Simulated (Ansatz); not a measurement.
Relaxed (110) slab cut from TiPbO$_{3}$ (space group Pm-3m (No. 221)); the slab's formula is Ti2Pb2O7, its outer planes O (top) and O (bottom):

```xyz
22
Lattice="3.9193 0.0000 0.0000 0.0000 5.5428 0.0000 0.0000 0.0000 26.0855" Properties=species:S:1:pos:R:3 pbc="T T T"
O     1.9597    1.4557    7.6369
O     1.9597    4.0870    7.6369
Ti    1.9597    0.0000    8.8286
Pb    0.0000    2.7714    7.9434
O     0.0000    0.0000    8.9676
O     1.9597    4.2109   10.3861
O     1.9597    1.3319   10.3861
Ti    1.9597    2.7714   11.6132
Pb    0.0000    0.0000   11.5243
O     0.0000    2.7714   11.7107
O     1.9597    1.3857   13.0428
O     1.9597    4.1571   13.0428
Ti    1.9597    0.0000   14.4724
Pb    0.0000    2.7714   14.5613
O     0.0000    0.0000   14.3749
O     1.9597    4.1033   15.6994
O     1.9597    1.4395   15.6994
Ti    1.9597    2.7714   17.2570
Pb    0.0000    0.0000   18.1421
O     0.0000    2.7714   17.1180
O     1.9597    1.3156   18.4486
O     1.9597    4.2271   18.4486
```

The calculation used DFT PBEsol, scalar-relativistic, plane waves, PAW (Ansatz). Settings: cutoff 420 eV, Γ-centred mesh 7×5×1 on the computed 22-atom cell, Gaussian smearing of 0.05 eV; no spin polarisation. A dipole correction removes the field between periodic images along c.

The potential is the smooth part; its values at the atoms depend on the PAW datasets.

(1) How does the plane-averaged electrostatic potential energy of an electron run along c, counted from the Fermi level?

Spin-orbit coupling is left out, which matters for the bands of heavy elements. Spin polarisation was left out, and a magnetic state may lie lower.

## Answers

(1)
```
z (Å) V (eV)
 2.90    6.02
 3.19    6.02
 3.48    6.02
 3.77    6.02
 4.06    6.02
 4.35    6.02
 4.64    6.02
 4.93    6.02
 5.22    6.01
 5.51    6.00
 5.80    5.96
 6.09    5.86
 6.38    5.62
 6.67    4.98
 6.96    3.08
 7.25   -2.60
 7.54   -7.25
 7.83   -8.29
 8.12   -7.34
 8.41   -6.82
 8.70   -6.80
 8.99   -4.91
 9.27   -1.98
 9.56    1.73
 9.85    2.20
10.14   -0.30
10.43   -2.26
10.72   -3.68
11.01   -5.43
11.30   -8.71
11.59  -10.56
11.88   -9.39
12.17   -4.88
12.46   -0.34
12.75   -0.63
13.04   -1.38
13.33   -0.63
13.62   -0.34
13.91   -4.88
14.20   -9.39
14.49  -10.56
14.78   -8.71
15.07   -5.43
15.36   -3.68
15.65   -2.26
15.94   -0.30
16.23    2.20
16.52    1.73
16.81   -1.98
17.10   -4.91
17.39   -6.80
17.68   -6.82
17.97   -7.34
18.26   -8.29
18.55   -7.25
18.84   -2.60
19.13    3.08
19.42    4.98
19.71    5.62
20.00    5.86
20.29    5.96
20.58    6.00
20.87    6.01
21.16    6.02
21.45    6.02
21.74    6.02
22.03    6.02
22.32    6.02
22.61    6.02
22.90    6.02
23.19    6.02
```

The vacuum level lies 6.02 eV above the Fermi level.

Cost: 1 run of about 24 core-minutes, on Arm Neoverse V2 (shared hosts).